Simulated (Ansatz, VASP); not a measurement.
# PtS2: VASP beside Ansatz

```xyz
3
Lattice="3.7204 0.0000 0.0000 -1.8602 3.2219 0.0000 0.0000 0.0000 5.0388" Properties=species:S:1:pos:R:3 pbc="T T T"
Pt    0.0000    0.0000    0.0000
S     0.0000    2.1480    1.2597
S     1.8602    1.0740    3.7791
```

Change from the starting cell: strain +0.050 along x and y, +0.000 along z, atoms carried along.

Alike in both runs: task single point; functional PBEsol; k mesh 12 × 12 × 8; occupations gaussian, width 0.05 eV; no spin polarisation.

|  | VASP | Ansatz |
| --- | --- | --- |
| version | VASP 6.6.1 | Ansatz 0.2.0 |
| potentials or method | VASP PAW PBE potentials, release 64 (Pt, S) | scalar-relativistic, plane waves, PAW |
| plane-wave cutoff (eV) | 520 | 420 |
| valence electrons in the cell | 22 | 30 |

Ansatz gave:

```
gap on the k mesh at the Fermi level (eV)       : 0.20
least direct gap on the mesh (eV)               : 0.56
pressure (GPa)                                  : -14.3
largest component of the traceless stress (GPa) : 3.55
rms of the force components (eV/Å)              : 0.642
```

Question: What did VASP give for the same quantities?

Answer: gap on the k mesh at the Fermi level (eV): 0.21; least direct gap on the mesh (eV): 0.56; pressure (GPa): -14.5; largest component of the traceless stress (GPa): 3.63; rms of the force components (eV/Å): 0.650.

Atom by atom the forces differ by 0.008 eV/Å (rms over components). The two sets of potentials don't hold the same shells in valence.

Caveats: the PAW data sets were made with another functional, which shifts forces and pressure a little (VASP); spin-orbit coupling is left out, which moves the levels of the heavy elements; the cell's inner coordinates are idealised or old, which leaves forces on the atoms.
